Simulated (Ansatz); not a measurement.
# HfC (P6_3/mmc): SCF with some post-processing

The task is an SCF with some post-processing, for HfC (P6_3/mmc).

All numbers are computed with Ansatz 0.2.0 through its Python package. Level of theory: DFT r2SCAN, plane waves, PAW.

## (1) The structure

Symmetry: P6_3/mmc, No. 194, hexagonal system. The conventional cell has a = 3.343 Å, b = 3.343 Å, c = 5.203 Å, α = 90.00°, β = 90.00°, γ = 120.00°. Hf (site symmetry -6m2) is surrounded by 6 C at 2.33 Å. Around C (site symmetry -3m) lie 6 Hf at 2.33 Å.

No structure file is read: the coordinates are typed or built in the script.

## (2) Script

Contents of hfc_analyse.py:

```python
from dataclasses import dataclass
from pathlib import Path

import ansatz as az
import matplotlib.pyplot as plt
import numpy as np
from pymatgen.core import Structure


@dataclass(frozen=True)
class Settings:
    smearing: str = "fermi_dirac"
    k_length: int = 20


opts = Settings()

lattice = az.Lattice.of(
    [3.34286605, 0.0, 0.0],
    [-1.67143303, 2.89500692, 0.0],
    [0.0, 0.0, 5.202714],
)
sites = [
    ("Hf", [2 / 3, 1 / 3, 0.75]),
    ("Hf", [1 / 3, 2 / 3, 0.25]),
    ("C", [0.0, 0.0, 0.0]),
    ("C", [0.0, 0.0, 0.5]),
]
cell = az.Crystal(lattice=lattice)
for symbol, position in sites:
    cell = cell.atom(symbol, position)

setup = (
    cell.calculation()
    .functional(az.Functional.R2SCAN)
    .pseudopotentials("paw")
    .occupations(opts.smearing)
    .kpoints(length=opts.k_length)
    .populations()
    .potential_components()
    .bader_charges()
    .density_of_states(energy_step=0.05, method="smearing", broadening_width=0.1, projected=True)
)
session = setup.session()
planned = session.plan(threads=1)
result = planned.execute()
summary = result.report

print("%-22s %14.5f eV" % ("F = E - TS", summary["free_energy_ev"]))
print("%-22s %14.5f eV" % ("E", summary["internal_energy_ev"]))
print("%-22s %14.5f eV" % ("Harris-Foulkes", summary["harris_foulkes_ev"]))
print("%-22s %14.5f eV" % ("Fermi level", summary["fermi_energy_ev"]))

files = Path(result.write_results("tables"))
print((files / "populations.tsv").read_text())

folder = Path(result.write_results("parts"))
text = (folder / "v_comp_z.tsv").read_text().splitlines()
rows = np.array([line.split() for line in text if not line.startswith("#")], dtype=float)
print(text[0])
print(np.array2string(rows[:: max(len(rows) // 12, 1)], precision=3, suppress_small=True))

charges = result.bader_charges()
for atom in charges.atoms:
    print(f"Bader charge {atom.symbol:2s} {atom.partial_charge_e:+.3f} e")

dos = result.density_of_states()
energy = np.asarray(dos.energies_ev) - dos.fermi_ev
projected = result.projected_density_of_states()
fig, ax = plt.subplots(figsize=(5, 3.4))
for name in sorted({site.species for site in projected.sites}):
    curve = sum(np.sum(part.g_bin_mean_per_ev, axis=0) for site in projected.sites if site.species == name for shell in site.shells for part in shell.curves)
    ax.plot(energy, curve, label=name)
    window = (energy > -4) & (energy <= 0)
    print(f"{name}: {curve[window].sum() * (energy[1] - energy[0]):.3f} projected states in the 4 eV under E_F")
ax.set(xlim=(-8, 6), xlabel="E - E_F (eV)", ylabel="states/eV")
ax.legend()
fig.savefig("pdos.png", dpi=100)

final = Structure(result.lattice.cell_ang, [s.symbol for s in result.lattice.sites], [s.position_frac for s in result.lattice.sites])
print(final)
```

## (3) The calls as engine input

The package turns the script's settings into the engine's input:

```yaml
crystal:
  lattice:
    - [3.34286605, 0.0, 0.0]
    - [-1.67143303, 2.89500692, 0.0]
    - [0.0, 0.0, 5.202714]
  atoms:
    - { symbol: Hf, position: [0.6666666666666666, 0.3333333333333333, 0.75] }
    - { symbol: Hf, position: [0.3333333333333333, 0.6666666666666666, 0.25] }
    - { symbol: C, position: [0.0, 0.0, 0.0] }
    - { symbol: C, position: [0.0, 0.0, 0.5] }
kpoints:
  mp_grid:
    grid: [7, 7, 4]
hamiltonian:
  xc: r2scan
  pseudopotentials:
    kind: paw
scf:
  occupations:
    method: fermi_dirac
output:
  write_potential_components: true
  populations: true
  bader: true
  dos:
    de: 0.05
    method:
      smearing:
        sigma: 0.1
    projected: true
```

## (4) Launch

Started as:

```console
$ python hfc_analyse.py
```

The program printed:

```text
DeckWarning: basis.ecutwfc = 500 eV, auto-derived from the records' recommended cutoffs: set by Hf (their level for a meta-GGA)
F = E - TS               -31972.85933 eV
E                        -31972.83966 eV
Harris-Foulkes           -31972.85933 eV
Fermi level                  20.57277 eV
# site	symbol	l	j	q
# orbitals = lowdin
# n_electrons = 60.000000
# spilling = 0.001609
0	Hf	0_5S	-	1.951902
0	Hf	0_6S	-	0.456745
0	Hf	1_5P	-	5.980777
0	Hf	2_5D	-	2.886889
0	Hf	3_4F	-	13.989539
1	Hf	0_5S	-	1.951902
1	Hf	0_6S	-	0.456745
1	Hf	1_5P	-	5.980777
1	Hf	2_5D	-	2.886889
1	Hf	3_4F	-	13.989539
2	C	0_2S	-	1.299854
2	C	1_2P	-	3.386027
3	C	0_2S	-	1.299854
3	C	1_2P	-	3.386027

# z_ang	v_loc[eV]	v_h[eV]	v_xc[eV]
[[  0.     42.701 -30.174 -12.595]
 [  0.39   34.341 -20.535 -12.692]
 [  0.78    4.134   7.212 -13.476]
 [  1.171 -26.476  34.937 -14.568]
 [  1.561 -19.085  28.108 -14.225]
 [  1.951  16.353  -3.582 -13.133]
 [  2.341  39.272 -25.908 -12.638]
 [  2.731  41.896 -29.111 -12.629]
 [  3.122  26.697 -13.022 -12.831]
 [  3.512  -8.294  18.291 -13.913]
 [  3.902 -29.111  37.392 -14.937]
 [  4.292  -8.294  18.291 -13.913]
 [  4.682  26.697 -13.022 -12.831]
 [  5.073  41.896 -29.111 -12.629]]
Bader charge Hf +1.954 e
Bader charge Hf +1.954 e
Bader charge C  -1.954 e
Bader charge C  -1.954 e
C: 4.341 projected states in the 4 eV under E_F
Hf: 3.688 projected states in the 4 eV under E_F
Full Formula (Hf2 C2)
Reduced Formula: HfC
abc   :   3.342866   3.342866   5.202714
angles:  90.000000  90.000000 120.000000
pbc   :       True       True       True
Sites (4)
  #  SP           a         b     c
---  ----  --------  --------  ----
  0  Hf    0.666667  0.333333  0.75
  1  Hf    0.333333  0.666667  0.25
  2  C     0         0         0
  3  C     0         0         0.5
```

(Warnings from the package without file and line.)

Run time: 29 s. Hardware: 1 thread of Arm Neoverse V2, shared host; peak memory 0.52 GiB.

Lines on the test bed's own set-up are left out of the output.

## (5) The run's own record

From the engine's report, whether the script printed it or not:

```csv
item,value
SCF cycles in all,8
k-points solved,24
plane waves,1255
bands,36
valence electrons,60
free energy (eV),-31972.85933
Fermi level (eV),20.573
"lowest empty less highest filled level on the mesh, by band count (eV)",-1.341
```

## (6) Density of states

From dos.tsv among the run's results, states per cell in windows of 2 eV from the Fermi level (on a coarse mesh the curve is spiky, and it ends where the bands solved end):

```csv
from,to,states
-10,-8,0.21
-8,-6,0.26
-6,-4,3.62
-4,-2,6.34
-2,0,1.76
0,2,2.41
2,4,2.76
4,6,5.62
6,8,1.22
```

## (7) Outcome

```
       quantity                                value
    free energy  -31972.8593 eV (-7993.2148 eV/atom)
gap on the mesh                                 none
  Bader charges                  Hf +1.95, C -1.95 e
```

Filled and empty levels meet on the mesh: no gap at this level. By Bader's charges (2.0 e at most) the bonding is polar. No spin polarisation was allowed. The mesh is modest for a metal, so energies can be off by several to tens of meV an atom and pressures by half a GPa or more; differences at equal mesh fare better. An absolute Fermi energy rests on an arbitrary zero of the periodic potential and has no direct meaning. Projections exist only for the shells that the potentials hold, some of them semicore, and samples at single energies can miss narrow peaks. Spin-orbit coupling, which matters for elements this heavy, is left out. The structure comes from a database of computed cells and needn't be a stable or known phase. The computed bands are complete only to about 3.7 eV above the Fermi level; beyond that the density of states is undercounted.
